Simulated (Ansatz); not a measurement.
# Band table of PbS (zincblende type)

```xyz
2
Lattice="0.0000 2.6804 2.6804 2.6804 0.0000 2.6804 2.6804 2.6804 0.0000" Properties=species:S:1:pos:R:3 pbc="T T T"
Pb    0.0000    0.0000    0.0000
S     1.3402    1.3402    1.3402
```

The cell comes from a relaxation on PAW files under the same functional, begun from a prototype that needn't be the stable phase.

Computed with Ansatz 0.2.0; functional PBEsol, scalar-relativistic. Settings: a Γ-centred 12×12×12 k mesh, Fermi–Dirac smearing of 0.05 eV, no spin polarisation. Methods: LAPW: all electrons, basis error target 1 meV/atom.

This run: volume at 0.55 of the series' base cell.

Spin–orbit coupling is left out, which matters for the heavy atoms. The structure type is held throughout; the real material can change phase at far lower pressure.

Path points, in fractions of the reciprocal vectors: Γ (0.000, 0.000, 0.000), X (-0.500, -0.500, 0.000), U (-0.375, -0.375, 0.250), K (-0.375, 0.000, 0.375), L (0.000, 0.000, 0.500), W (-0.500, -0.250, 0.250). The distance column jumps between branches of the path. Levels in eV from the Fermi level; bands 21 to 34, counted from the lowest band of the run. The gap is zero, the pressure 71.1 GPa.

```
# k(1/Å) point b21 b22 b23 b24 b25 b26 b27 b28 b29 b30 b31 b32 b33 b34
0.000 Γ -18.57 -18.57 -18.57 -18.44 -18.12 -18.12 -4.09 -3.72 -3.72 -3.72 1.46 1.46 1.46 6.10
0.147 - -18.74 -18.56 -18.56 -18.21 -18.12 -18.11 -4.96 -3.91 -3.91 -2.88 1.16 1.68 1.68 6.59
0.293 - -18.91 -18.53 -18.53 -18.14 -18.10 -17.83 -6.02 -4.37 -4.37 -1.95 0.52 2.26 2.26 6.19
0.440 - -19.05 -18.48 -18.48 -18.17 -18.08 -17.37 -7.12 -4.95 -4.95 -1.17 -0.12 3.06 3.06 5.24
0.586 - -19.16 -18.42 -18.42 -18.20 -18.06 -16.80 -8.24 -5.54 -5.54 -0.82 -0.49 4.00 4.00 4.78
0.733 - -19.25 -18.36 -18.36 -18.24 -18.04 -16.14 -9.36 -6.06 -6.06 -1.08 -0.48 4.91 5.03 5.03
0.879 - -19.31 -18.31 -18.31 -18.27 -18.03 -15.42 -10.43 -6.46 -6.46 -1.26 -0.66 5.44 6.11 6.11
1.026 - -19.35 -18.29 -18.27 -18.27 -18.02 -14.74 -11.33 -6.71 -6.71 -1.30 -0.91 6.01 7.18 7.18
1.172 X -19.37 -18.30 -18.26 -18.26 -18.01 -14.40 -11.74 -6.80 -6.80 -1.25 -1.06 6.26 7.79 7.79
1.224 - -19.37 -18.30 -18.26 -18.26 -18.01 -14.40 -11.74 -6.83 -6.79 -1.22 -1.03 6.21 7.57 7.79
1.276 - -19.36 -18.30 -18.26 -18.26 -18.02 -14.39 -11.74 -6.93 -6.76 -1.16 -0.91 6.09 7.23 7.76
1.327 - -19.36 -18.30 -18.26 -18.26 -18.02 -14.37 -11.73 -7.08 -6.72 -1.11 -0.67 5.91 6.86 7.66
1.379 - -19.35 -18.31 -18.27 -18.25 -18.03 -14.35 -11.73 -7.25 -6.66 -1.07 -0.35 5.71 6.51 7.49
1.431 - -19.35 -18.32 -18.27 -18.24 -18.03 -14.33 -11.71 -7.43 -6.59 -1.01 0.02 5.51 6.16 7.24
1.483 - -19.34 -18.33 -18.28 -18.23 -18.04 -14.33 -11.69 -7.60 -6.50 -0.95 0.40 5.33 5.82 6.95
1.535 - -19.33 -18.35 -18.29 -18.22 -18.05 -14.34 -11.66 -7.75 -6.40 -0.89 0.78 5.19 5.50 6.63
1.586 U -19.32 -18.36 -18.30 -18.20 -18.06 -14.37 -11.61 -7.86 -6.29 -0.82 1.13 5.10 5.19 6.33
2.304 K -19.32 -18.36 -18.30 -18.20 -18.06 -14.37 -11.61 -7.86 -6.29 -0.82 1.13 5.10 5.19 6.33
2.460 - -19.29 -18.40 -18.34 -18.16 -18.09 -14.66 -11.31 -7.94 -5.88 -0.62 1.73 4.35 4.61 6.31
2.615 - -19.26 -18.42 -18.38 -18.12 -18.11 -15.22 -10.71 -7.64 -5.42 -0.53 1.87 3.60 3.65 6.94
2.770 - -19.22 -18.44 -18.43 -18.13 -18.10 -15.92 -9.86 -7.05 -4.94 -0.70 2.07 2.63 3.06 6.40
2.926 - -19.15 -18.47 -18.46 -18.13 -18.10 -16.62 -8.80 -6.26 -4.51 -1.08 1.82 2.43 2.55 6.16
3.081 - -19.05 -18.51 -18.49 -18.13 -18.10 -17.25 -7.61 -5.37 -4.16 -1.58 1.32 2.11 2.56 6.30
3.237 - -18.92 -18.55 -18.53 -18.12 -18.11 -17.77 -6.34 -4.54 -3.91 -2.19 1.15 1.76 2.23 6.80
3.392 - -18.75 -18.57 -18.56 -18.18 -18.12 -18.11 -5.09 -3.94 -3.77 -2.93 1.30 1.53 1.70 6.63
3.547 Γ -18.57 -18.57 -18.57 -18.44 -18.12 -18.12 -4.09 -3.72 -3.72 -3.72 1.46 1.46 1.46 6.10
3.674 - -18.71 -18.57 -18.57 -18.24 -18.12 -18.12 -4.88 -3.79 -3.79 -3.11 1.39 1.55 1.55 6.46
3.801 - -18.86 -18.55 -18.55 -18.12 -18.12 -17.94 -5.95 -3.97 -3.97 -2.59 1.35 1.78 1.78 7.20
3.928 - -18.98 -18.53 -18.53 -18.11 -18.11 -17.55 -7.10 -4.21 -4.21 -2.33 1.60 2.08 2.08 7.07
4.055 - -19.09 -18.50 -18.50 -18.11 -18.11 -17.09 -8.27 -4.47 -4.47 -2.30 2.16 2.33 2.33 7.03
4.182 - -19.16 -18.48 -18.48 -18.10 -18.10 -16.57 -9.40 -4.71 -4.71 -2.36 2.48 2.48 2.89 6.74
4.309 - -19.22 -18.47 -18.47 -18.09 -18.09 -16.03 -10.39 -4.90 -4.90 -2.45 2.52 2.52 3.62 6.64
4.436 - -19.26 -18.46 -18.46 -18.08 -18.08 -15.57 -11.13 -5.02 -5.02 -2.51 2.52 2.52 4.13 6.77
4.562 L -19.27 -18.46 -18.46 -18.08 -18.08 -15.37 -11.43 -5.07 -5.07 -2.53 2.51 2.51 4.30 6.90
4.666 - -19.27 -18.46 -18.45 -18.08 -18.08 -15.34 -11.41 -5.34 -5.12 -2.26 2.33 2.60 4.40 6.99
4.770 - -19.27 -18.45 -18.43 -18.10 -18.08 -15.25 -11.37 -5.95 -5.27 -1.68 1.98 2.85 4.51 7.26
4.873 - -19.27 -18.44 -18.41 -18.12 -18.08 -15.11 -11.33 -6.60 -5.52 -1.05 1.66 3.12 4.59 7.28
4.977 - -19.28 -18.43 -18.37 -18.14 -18.08 -14.91 -11.32 -7.16 -5.85 -0.48 1.48 3.17 4.95 6.74
5.080 - -19.29 -18.41 -18.34 -18.16 -18.08 -14.68 -11.37 -7.55 -6.24 0.00 1.45 3.00 5.37 6.35
5.184 - -19.30 -18.40 -18.31 -18.17 -18.08 -14.45 -11.49 -7.71 -6.65 0.36 1.51 2.87 4.97 6.98
5.288 - -19.31 -18.39 -18.30 -18.18 -18.08 -14.26 -11.63 -7.66 -7.04 0.60 1.52 2.96 4.37 7.92
5.391 W -19.31 -18.38 -18.30 -18.18 -18.08 -14.18 -11.70 -7.52 -7.29 0.70 1.49 3.12 4.05 8.46
5.464 - -19.31 -18.38 -18.30 -18.18 -18.07 -14.19 -11.70 -7.49 -7.28 0.61 1.25 3.39 4.16 8.45
5.538 - -19.32 -18.36 -18.30 -18.19 -18.06 -14.22 -11.70 -7.42 -7.23 0.36 0.77 3.97 4.42 8.39
5.611 - -19.33 -18.34 -18.30 -18.21 -18.05 -14.25 -11.71 -7.31 -7.15 0.04 0.25 4.65 4.79 8.31
5.684 - -19.34 -18.32 -18.30 -18.22 -18.04 -14.29 -11.72 -7.18 -7.06 -0.29 -0.23 5.19 5.37 8.20
5.757 - -19.35 -18.30 -18.29 -18.24 -18.03 -14.34 -11.73 -7.04 -6.96 -0.65 -0.60 5.58 6.08 8.08
5.831 - -19.36 -18.30 -18.27 -18.25 -18.02 -14.37 -11.74 -6.91 -6.88 -0.98 -0.85 5.92 6.77 7.95
5.904 - -19.37 -18.30 -18.26 -18.25 -18.01 -14.39 -11.74 -6.83 -6.82 -1.18 -1.00 6.17 7.39 7.84
5.977 X -19.37 -18.30 -18.26 -18.26 -18.01 -14.40 -11.74 -6.80 -6.80 -1.25 -1.06 6.26 7.79 7.79
```
